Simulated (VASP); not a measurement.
**GaN in VASP: one cell, several levels of theory**

What does VASP give for GaN (zincblende), under +2.0 % equal strain in all directions, the cell held fixed? Runs: PBE, r2SCAN. The results are then set beside those of Ansatz 0.2.0 for the same cell.

Code: VASP 6.6.1. PAW datasets, plane waves. The values are computed, spin-unpolarised, and not measurements.

### 1 The system as given

The cell comes from an earlier relaxation with r2SCAN in another program.

Space group F-43m (No. 216), cubic; a = 4.588 Å in the conventional setting, 12.07 Å³ an atom. Near Ga stand 4 N at 1.99 Å; near N stand 4 Ga at 1.99 Å.

As a file:

Space group F-43m (No. 216). a = 4.588 Å, b = 4.588 Å, c = 4.588 Å, α = 90.00°, β = 90.00°, γ = 90.00°
```tsv
atom	site	symmetry	x	y	z
Ga	4a	-43m	0.0000	0.0000	0.0000
N	4d	-43m	0.2500	0.2500	0.7500
```

### 2 PBE

INCAR reads:

```
ENCUT = 520.000000
SIGMA = 0.020000
EDIFF = 1.00e-07
GGA = PE
PREC = Accurate
IBRION = -1
ISIF = 2
ISMEAR = -1
NBANDS = 16
NELM = 120
NSW = 0
LASPH = .TRUE.
LCHARG = .TRUE.
LELF = .TRUE.
LWAVE = .FALSE.
LREAL = .FALSE.
```

KPOINTS reads:

```
KPOINTS created by Atomic Simulation Environment
0
Gamma
10 10 10
0 0 0
```

KPOINTS_OPT reads:

```
special points
6
Reciprocal
0.0000000000 0.0000000000 0.0000000000 1
-0.5000000000 -0.5000000000 0.0000000000 1
-0.3750000000 -0.3750000000 0.2500000000 1
-0.3750000000 0.0000000000 0.3750000000 1
0.0000000000 0.0000000000 0.5000000000 1
-0.5000000000 -0.2500000000 0.2500000000 1
```

POSCAR reads:

```
Ga N
 1.0000000000000000
     0.0000000000000000    2.2939315918999998    2.2939315918999998
     2.2939315918999998    0.0000000000000000    2.2939315918999998
     2.2939315918999998    2.2939315918999998    0.0000000000000000
 Ga  N
   1   1
Cartesian
  0.0000000000000000  0.0000000000000000  0.0000000000000000
  1.1469657959499999  1.1469657959499999  1.1469657959499999
```

Potentials: the recommended PBE PAW datasets, 18 valence electrons in the neutral cell.

Run with:

```bash
$ mpirun -np 1 vasp_std
```

Standard output, without the iteration lines:

```text
POSCAR found type information on POSCAR GaN
 POSCAR found :  2 types and       2 ions
 LDA part: xc-table for (Slater+PW92), standard interpolation
 POSCAR, INCAR and KPOINTS ok, starting setup
 FFT: planning ... GRIDC
 FFT: planning ... GRID_SOFT
 FFT: planning ... GRID
 WAVECAR not read
 entering main loop
 Start KPOINTS_OPT (optional k-point list driver)
k-point batch [1-6\6]
```

OSZICAR:

```text
N       E                     dE             d eps       ncg     rms          rms(c)
DAV:   1     0.850960776617E+02    0.85096E+02   -0.93338E+03  1632   0.197E+03
DAV:   2    -0.777568039980E+01   -0.92872E+02   -0.86183E+02  1728   0.332E+02
DAV:   3    -0.139903283468E+02   -0.62146E+01   -0.61836E+01  1776   0.721E+01
DAV:   4    -0.140645338863E+02   -0.74206E-01   -0.74194E-01  1888   0.862E+00
DAV:   5    -0.140655874496E+02   -0.10536E-02   -0.10536E-02  1832   0.912E-01    0.754E+00
DAV:   6    -0.121521808712E+02    0.19134E+01   -0.49811E+00  2272   0.381E+01    0.270E+00
DAV:   7    -0.121540301645E+02   -0.18493E-02   -0.29622E-01  1616   0.678E+00    0.175E+00
DAV:   8    -0.121505344941E+02    0.34957E-02   -0.69501E-02  1704   0.316E+00    0.883E-01
DAV:   9    -0.121456684813E+02    0.48660E-02   -0.13656E-02  2224   0.245E+00    0.248E-01
DAV:  10    -0.121461095719E+02   -0.44109E-03   -0.13474E-03  1656   0.431E-01    0.135E-01
DAV:  11    -0.121460232142E+02    0.86358E-04   -0.23367E-04  2184   0.254E-01    0.137E-02
DAV:  12    -0.121460278454E+02   -0.46312E-05   -0.27307E-05  1632   0.468E-02    0.341E-03
DAV:  13    -0.121460278131E+02    0.32297E-07   -0.51325E-07  2008   0.122E-02
   1 F= -.12146028E+02 E0= -.12146028E+02  d E =-.486680E-11
       N       E                     dE             ncg
DAV:   1     0.166682019740E+04   -0.37581E+04      224
DAV:   2     0.114758692485E+04   -0.51923E+03      232
DAV:   3     0.111581355474E+04   -0.31773E+02      192
DAV:   4     0.111546699656E+04   -0.34656E+00      280
DAV:   5     0.111546259185E+04   -0.44047E-02      208
DAV:   6     0.111546246487E+04   -0.12698E-03      312
DAV:   7     0.111546246431E+04   -0.56714E-06      200
DAV:   8     0.111546246429E+04   -0.18836E-07      232
```

The lines after F= are the extra pass for the points of KPOINTS_OPT, at fixed density; their E is not a total energy.

OUTCAR, selected sections:

```text
k-points           NKPTS =     47   k-points in BZ     NKDIM =     47   number of bands    NBANDS=     16

   NELECT =      18.0000    total number of electrons

   dimension x,y,z NGX =    24 NGY =   24 NGZ =   24
   dimension x,y,z NGXF=    48 NGYF=   48 NGZF=   48

  energy-cutoff  :      520.00
  volume of cell :       24.14
      direct lattice vectors                 reciprocal lattice vectors
     0.000000000  2.293931592  2.293931592    -0.217966395  0.217966395  0.217966395
     2.293931592  0.000000000  2.293931592     0.217966395 -0.217966395  0.217966395
     2.293931592  2.293931592  0.000000000     0.217966395  0.217966395 -0.217966395

 k-points in reciprocal lattice and weights: KPOINTS created by Atomic Simulation Env
   0.00000000  0.00000000  0.00000000       0.001
   0.10000000  0.00000000  0.00000000       0.008
   0.20000000  0.00000000  0.00000000       0.008
   0.30000000  0.00000000  0.00000000       0.008
   0.40000000  0.00000000  0.00000000       0.008
   0.50000000  0.00000000  0.00000000       0.004
   0.10000000  0.10000000  0.00000000       0.006
   0.20000000  0.10000000  0.00000000       0.024
[... 39 more k-points ...]

 E-fermi :   5.1205

 k-point     1 :       0.0000    0.0000    0.0000
  band No.  band energies     occupation
      1     -10.7750      2.00000
      2      -8.6921      2.00000
      3      -8.6921      2.00000
      4      -8.6921      2.00000
      5      -8.4228      2.00000
      6      -8.4228      2.00000
      7       4.7179      2.00000
      8       4.7179      2.00000
      9       4.7179      2.00000
     10       6.0986      0.00000
     11      14.6866      0.00000
     12      14.6866      0.00000
     13      14.6866      0.00000
     14      21.6053      0.00000
     15      23.1703      0.00000
     16      23.1703      0.00000

 k-point     2 :       0.1000    0.0000    0.0000
  band No.  band energies     occupation
      1     -10.6778      2.00000
      2      -8.6805      2.00000
      3      -8.6805      2.00000
      4      -8.6488      2.00000
      5      -8.4238      2.00000
      6      -8.4238      2.00000
      7       3.5940      2.00000
      8       4.6186      2.00000
      9       4.6186      2.00000
     10       7.0011      0.00000
     11      14.1921      0.00000
     12      14.8398      0.00000
     13      14.8398      0.00000
     14      21.8275      0.00000
     15      21.9084      0.00000
     16      21.9084      0.00000

 k-point     3 :       0.2000    0.0000    0.0000
  band No.  band energies     occupation
      1     -10.4411      2.00000
      2      -8.6536      2.00000
      3      -8.6536      2.00000
      4      -8.4731      2.00000
      5      -8.4226      2.00000
      6      -8.4226      2.00000
      7       1.8549      2.00000
      8       4.3739      2.00000
      9       4.3739      2.00000
     10       8.0644      0.00000
     11      13.4287      0.00000
     12      15.0945      0.00000
     13      15.0945      0.00000
     14      20.7719      0.00000
     15      21.1580      0.00000
     16      21.1580      0.00000

 k-point     4 :       0.3000    0.0000    0.0000
  band No.  band energies     occupation
      1     -10.2075      2.00000
      2      -8.6298      2.00000
      3      -8.6298      2.00000
      4      -8.4108      2.00000
      5      -8.4108      2.00000
      6      -8.0680      2.00000
      7       0.0924      2.00000
      8       4.0972      2.00000
      9       4.0972      2.00000
     10       8.7186      0.00000
     11      13.0825      0.00000
     12      15.0965      0.00000
     13      15.0965      0.00000
     14      20.0588      0.00000
     15      21.5748      0.00000
     16      21.5748      0.00000

 k-point     5 :       0.4000    0.0000    0.0000
  band No.  band energies     occupation
      1     -10.0800      2.00000
      2      -8.6196      2.00000
      3      -8.6196      2.00000
      4      -8.3916      2.00000
      5      -8.3916      2.00000
      6      -7.4900      2.00000
      7      -1.3620      2.00000
      8       3.8902      2.00000
      9       3.8902      2.00000
     10       8.9538      0.00000
     11      13.1134      0.00000
     12      14.9052      0.00000
     13      14.9052      0.00000
     14      19.8761      0.00000
     15      22.8479      0.00000
     16      22.8479      0.00000

[... the tables of k-points 6 to 47 left out ...]

  Total       -0.6130307     -0.6130307     -0.6130307     -0.0000000      0.0000000     -0.0000000
  in kB      -40.6837895    -40.6837895    -40.6837895     -0.0000000      0.0000000     -0.0000000
  external PRESSURE =     -40.6837895 kB  Pullay stress =       0.0000000 kB

 POSITION                                       TOTAL-FORCE (eV/Angst)
 -----------------------------------------------------------------------------------
      0.00000      0.00000      0.00000         0.000000      0.000000      0.000000
      1.14697      1.14697      1.14697        -0.000000     -0.000000     -0.000000
 -----------------------------------------------------------------------------------
    total drift:                                0.000002      0.000002      0.000001

  FREE ENERGIE OF THE ION-ELECTRON SYSTEM (eV)
  ---------------------------------------------------
  free  energy   TOTEN  =       -12.1460278131 eV

  energy  without entropy=      -12.1460278131  energy(sigma->0) =      -12.14602781
```

Hardware: 1 MPI rank of Intel Xeon Platinum 8488C, shared host.

The levels at the points of KPOINTS_OPT are read from vasprun.xml.

Levels at the named points, in eV from the top of band v (v: the last filled band by count, c: the next):

```tsv
point	v−1	v	c	c+1
Γ	0.00	0.00	1.38	9.97
X	-2.52	-2.52	3.34	6.34
U	-3.98	-2.03	4.90	7.43
K	-3.98	-2.03	4.90	7.43
L	-0.90	-0.90	4.28	8.46
W	-3.46	-3.38	6.11	7.85
```

Gap with PBE: 1.38 eV, direct (Γ). The pressure is -4.07 GPa; the forces vanish within 0.01 eV/Å.

The maps below are laid out on this run's own conventional cell (a, b, c = 4.588, 4.588, 4.588 Å).

Density in a lattice plane of the grid's cell (edges 4.59 and 4.59 Å, at 0.000 of the third edge), which holds Ga.

Values in e/Å³, 12 rows by 12 columns:
```
 9.42  5.18  0.81  0.21  0.10  0.06  0.04  0.06  0.10  0.21  0.81  5.19
 1.51  0.81  0.33  0.23  0.16  0.10  0.09  0.10  0.16  0.23  0.32  0.81
 0.20  0.21  0.23  0.25  0.23  0.21  0.20  0.21  0.23  0.25  0.23  0.21
 0.09  0.10  0.16  0.23  0.33  0.81  1.51  0.81  0.32  0.23  0.16  0.10
 0.04  0.06  0.10  0.21  0.81  5.18  9.42  5.19  0.81  0.21  0.10  0.06
 0.03  0.04  0.09  0.20  1.51  9.42 16.56  9.42  1.51  0.20  0.09  0.04
 0.04  0.06  0.10  0.21  0.81  5.19  9.42  5.18  0.81  0.21  0.10  0.06
 0.09  0.10  0.16  0.23  0.32  0.81  1.51  0.81  0.33  0.23  0.16  0.10
 0.20  0.21  0.23  0.25  0.23  0.21  0.20  0.21  0.23  0.25  0.23  0.21
 1.51  0.81  0.32  0.23  0.16  0.10  0.09  0.10  0.16  0.23  0.33  0.81
 9.42  5.19  0.81  0.21  0.10  0.06  0.04  0.06  0.10  0.21  0.81  5.18
16.56  9.42  1.51  0.20  0.09  0.04  0.03  0.04  0.09  0.20  1.51  9.42
```
Columns run along the first of these edges and rows up along the second, over one cell in 12 and 12 even steps from the bottom left corner. Atoms in the plane (fractional): Ga at (0.00, 0.00), Ga at (0.50, 0.50).

ELF in the same plane.

Ten even steps from '0' (0.01) to '9' (0.47):
```
001344321000000012344310
113455443110001134455431
345556765321012356765554
444568987532223578986544
334579998543334579997543
223578986544444568987532
012356765554345556765321
001134455431113455443110
000012344310001344321000
000012344201510244321000
000012344310001344321000
001134455431113455443110
012356765554345556765321
223578986544444568987532
334579997543334579998543
444568987532223578986544
345556765321012356765554
113455443110001134455431
001344321000000012344310
510244321000000012344201
```
Columns run along the first of these edges and rows up along the second, over one cell in 24 and 20 even steps from the bottom left corner. Atoms in the plane (fractional): Ga at (0.00, 0.00), Ga at (0.50, 0.50).

Both are smooth fields of the valence electrons: close to the nuclei they are not physical.

Outside the cores ELF peaks at 0.86 on the N–Ga line, 0.7 Å from N.

### 3 Single point with r2SCAN

INCAR reads:

```
ENCUT = 520.000000
SIGMA = 0.010000
EDIFF = 1.00e-07
ALGO = Normal
METAGGA = R2SCAN
PREC = Accurate
IBRION = -1
ISIF = 2
ISMEAR = 0
NBANDS = 16
NELM = 120
NSW = 0
LASPH = .TRUE.
LCHARG = .TRUE.
LELF = .TRUE.
LWAVE = .FALSE.
LREAL = .FALSE.
```

KPOINTS is that of step 2.

KPOINTS_OPT is that of step 2.

POSCAR is that of step 2.

Run with:

```bash
$ mpirun -np 1 vasp_std
```

Standard output, without the iteration lines:

```text
POSCAR found type information on POSCAR GaN
 POSCAR found :  2 types and       2 ions
 -----------------------------------------------------------------------------
|                                                                             |
|                                                                             |
|     You enforced a specific xc type in the INCAR file but a different       |
|     I HOPE YOU KNOW WHAT YOU ARE DOING!                                     |
|                                                                             |
 -----------------------------------------------------------------------------

 LDA part: xc-table for (None), standard interpolation
 POSCAR, INCAR and KPOINTS ok, starting setup
 FFT: planning ... GRIDC
 FFT: planning ... GRID_SOFT
 FFT: planning ... GRID
 WAVECAR not read
 entering main loop
 Start KPOINTS_OPT (optional k-point list driver)
k-point batch [1-6\6]
```

OSZICAR:

```text
N       E                     dE             d eps       ncg     rms          rms(c)
DAV:   1     0.744549123394E+02    0.74455E+02   -0.95550E+03  1632   0.202E+03
DAV:   2    -0.202205073718E+02   -0.94675E+02   -0.87941E+02  1720   0.341E+02
DAV:   3    -0.266442228582E+02   -0.64237E+01   -0.63913E+01  1784   0.742E+01
DAV:   4    -0.267219351114E+02   -0.77712E-01   -0.77700E-01  1888   0.893E+00
DAV:   5    -0.267230246088E+02   -0.10895E-02   -0.10895E-02  1832   0.932E-01    0.698E+00
DAV:   6    -0.217674001886E+02    0.49556E+01   -0.35402E+00  2288   0.393E+01    0.245E+00
DAV:   7    -0.218487815432E+02   -0.81381E-01   -0.37740E-01  1632   0.696E+00    0.170E+00
DAV:   8    -0.218607961636E+02   -0.12015E-01   -0.41129E-02  2088   0.485E+00    0.255E-01
DAV:   9    -0.218589360352E+02    0.18601E-02   -0.13264E-02  2208   0.303E+00    0.146E-01
DAV:  10    -0.218590714643E+02   -0.13543E-03   -0.10108E-03  1752   0.268E-01    0.164E-01
DAV:  11    -0.218592321393E+02   -0.16068E-03   -0.14187E-04  1872   0.335E-01    0.788E-02
DAV:  12    -0.218591626990E+02    0.69440E-04   -0.11706E-04  2176   0.209E-01    0.349E-02
DAV:  13    -0.218591423540E+02    0.20345E-04   -0.32559E-05  2160   0.109E-01    0.151E-02
DAV:  14    -0.218591299183E+02    0.12436E-04   -0.12423E-05  2000   0.371E-02    0.296E-03
DAV:  15    -0.218591306221E+02   -0.70380E-06   -0.91307E-07  2112   0.115E-02    0.203E-03
DAV:  16    -0.218591314389E+02   -0.81683E-06   -0.34022E-08  1008   0.199E-03    0.214E-03
DAV:  17    -0.218591310074E+02    0.43155E-06   -0.73400E-08  1136   0.466E-03    0.938E-04
DAV:  18    -0.218591308011E+02    0.20632E-06   -0.34769E-08   784   0.183E-03    0.324E-04
DAV:  19    -0.218591307547E+02    0.46331E-07   -0.54833E-09   776   0.846E-04
   1 F= -.21859131E+02 E0= -.21859131E+02  d E =-.193726E-48
       N       E                     dE             ncg
DAV:   1     0.162121515383E+04   -0.38037E+04      224
DAV:   2     0.108754122554E+04   -0.53367E+03      224
DAV:   3     0.105265921039E+04   -0.34882E+02      192
DAV:   4     0.105224917811E+04   -0.41003E+00      280
DAV:   5     0.105224450499E+04   -0.46731E-02      208
DAV:   6     0.105224437316E+04   -0.13183E-03      296
DAV:   7     0.105224437189E+04   -0.12726E-05      208
DAV:   8     0.105224437184E+04   -0.44682E-07      256
```

From OUTCAR:

```text
k-points           NKPTS =     47   k-points in BZ     NKDIM =     47   number of bands    NBANDS=     16

   NELECT =      18.0000    total number of electrons

   dimension x,y,z NGX =    24 NGY =   24 NGZ =   24
   dimension x,y,z NGXF=    48 NGYF=   48 NGZF=   48

  energy-cutoff  :      520.00
  volume of cell :       24.14
      direct lattice vectors                 reciprocal lattice vectors
     0.000000000  2.293931592  2.293931592    -0.217966395  0.217966395  0.217966395
     2.293931592  0.000000000  2.293931592     0.217966395 -0.217966395  0.217966395
     2.293931592  2.293931592  0.000000000     0.217966395  0.217966395 -0.217966395

 k-points in reciprocal lattice and weights: KPOINTS created by Atomic Simulation Env
   0.00000000  0.00000000  0.00000000       0.001
   0.10000000  0.00000000  0.00000000       0.008
   0.20000000  0.00000000  0.00000000       0.008
   0.30000000  0.00000000  0.00000000       0.008
   0.40000000  0.00000000  0.00000000       0.008
   0.50000000  0.00000000  0.00000000       0.004
   0.10000000  0.10000000  0.00000000       0.006
   0.20000000  0.10000000  0.00000000       0.024
[... 39 more k-points ...]

 E-fermi :   4.5543

 k-point     1 :       0.0000    0.0000    0.0000
  band No.  band energies     occupation
      1     -11.8326      2.00000
      2      -9.3500      2.00000
      3      -9.3500      2.00000
      4      -9.3499      2.00000
      5      -9.0528      2.00000
      6      -9.0528      2.00000
      7       4.4537      2.00000
      8       4.4537      2.00000
      9       4.4537      2.00000
     10       6.2180      0.00000
     11      15.1076      0.00000
     12      15.1077      0.00000
     13      15.1077      0.00000
     14      22.2547      0.00000
     15      23.7538      0.00000
     16      23.7538      0.00000

 k-point     2 :       0.1000    0.0000    0.0000
  band No.  band energies     occupation
      1     -11.7340      2.00000
      2      -9.3378      2.00000
      3      -9.3378      2.00000
      4      -9.3064      2.00000
      5      -9.0537      2.00000
      6      -9.0537      2.00000
      7       3.3435      2.00000
      8       4.3517      2.00000
      9       4.3517      2.00000
     10       7.1087      0.00000
     11      14.6080      0.00000
     12      15.2675      0.00000
     13      15.2677      0.00000
     14      22.3816      0.00000
     15      22.3816      0.00000
     16      22.3925      0.00000

 k-point     3 :       0.2000    0.0000    0.0000
  band No.  band energies     occupation
      1     -11.4876      2.00000
      2      -9.3093      2.00000
      3      -9.3093      2.00000
      4      -9.1367      2.00000
      5      -9.0525      2.00000
      6      -9.0525      2.00000
      7       1.5481      2.00000
      8       4.0999      2.00000
      9       4.0999      2.00000
     10       8.2323      0.00000
     11      13.8364      0.00000
     12      15.5251      0.00000
     13      15.5252      0.00000
     14      21.2815      0.00000
     15      21.6111      0.00000
     16      21.6111      0.00000

 k-point     4 :       0.3000    0.0000    0.0000
  band No.  band energies     occupation
      1     -11.2254      2.00000
      2      -9.2829      2.00000
      3      -9.2829      2.00000
      4      -9.0414      2.00000
      5      -9.0414      2.00000
      6      -8.7597      2.00000
      7      -0.2645      2.00000
      8       3.8145      2.00000
      9       3.8145      2.00000
     10       8.9374      0.00000
     11      13.4946      0.00000
     12      15.5004      0.00000
     13      15.5005      0.00000
     14      20.5665      0.00000
     15      22.0939      0.00000
     16      22.0939      0.00000

 k-point     5 :       0.4000    0.0000    0.0000
  band No.  band energies     occupation
      1     -11.0634      2.00000
      2      -9.2701      2.00000
      3      -9.2701      2.00000
      4      -9.0231      2.00000
      5      -9.0231      2.00000
      6      -8.2259      2.00000
      7      -1.7403      2.00000
      8       3.6006      2.00000
      9       3.6006      2.00000
     10       9.1939      0.00000
     11      13.5399      0.00000
     12      15.2768      0.00000
     13      15.2769      0.00000
     14      20.4158      0.00000
     15      23.4986      0.00000
     16      23.4987      0.00000

[... the tables of k-points 6 to 47 left out ...]

  Total       -1.4046580     -1.4046580     -1.4046580      0.0000000     -0.0000000     -0.0000000
  in kB      -93.2201491    -93.2201491    -93.2201491      0.0000000     -0.0000000     -0.0000000
  external PRESSURE =     -93.2201491 kB  Pullay stress =       0.0000000 kB

 POSITION                                       TOTAL-FORCE (eV/Angst)
 -----------------------------------------------------------------------------------
      0.00000      0.00000      0.00000         0.000000     -0.000000     -0.000000
      1.14697      1.14697      1.14697        -0.000000      0.000000      0.000000
 -----------------------------------------------------------------------------------
    total drift:                                0.000015      0.000015      0.000015

  FREE ENERGIE OF THE ION-ELECTRON SYSTEM (eV)
  ---------------------------------------------------
  free  energy   TOTEN  =       -21.8591307547 eV

  energy  without entropy=      -21.8591307547  energy(sigma->0) =      -21.85913075
```

Hardware: 1 MPI rank of Intel Xeon Platinum 8488C, shared host.

The levels at the points of KPOINTS_OPT are read from vasprun.xml.

Band energies at the special points (eV, zero at the top of v, the last band that the electrons fill by count):

```tsv
point	v−1	v	c	c+1
Γ	0.00	0.00	1.76	10.65
X	-2.60	-2.60	3.74	6.91
U	-4.06	-2.09	5.36	8.08
K	-4.06	-2.09	5.36	8.08
L	-0.93	-0.93	4.78	9.15
W	-3.56	-3.44	6.61	8.55
```

The r2SCAN gap is 1.76 eV, direct at Γ. The pressure is -9.32 GPa; the forces vanish within 0.01 eV/Å.

### 4 Results

| level | gap (eV) | pressure (GPa) | Ansatz: gap (eV) | Ansatz: pressure (GPa) |
| --- | --- | --- | --- | --- |
| PBE | 1.38 | -4.07 | 1.38 | -4.20 |
| r2SCAN | 1.76 | -9.32 | 1.77 | -10.27 |

What this shows: The gap spans 1.38 eV (PBE) to 1.76 eV (r2SCAN). The pressure is highest with PBE (-4.1 GPa) and lowest with r2SCAN (-9.3 GPa), which orders the cells that they would relax to. The two programs agree on the gap within 0.02 eV, far less than the spread between functionals. The two codes have different PAW datasets and cutoffs.
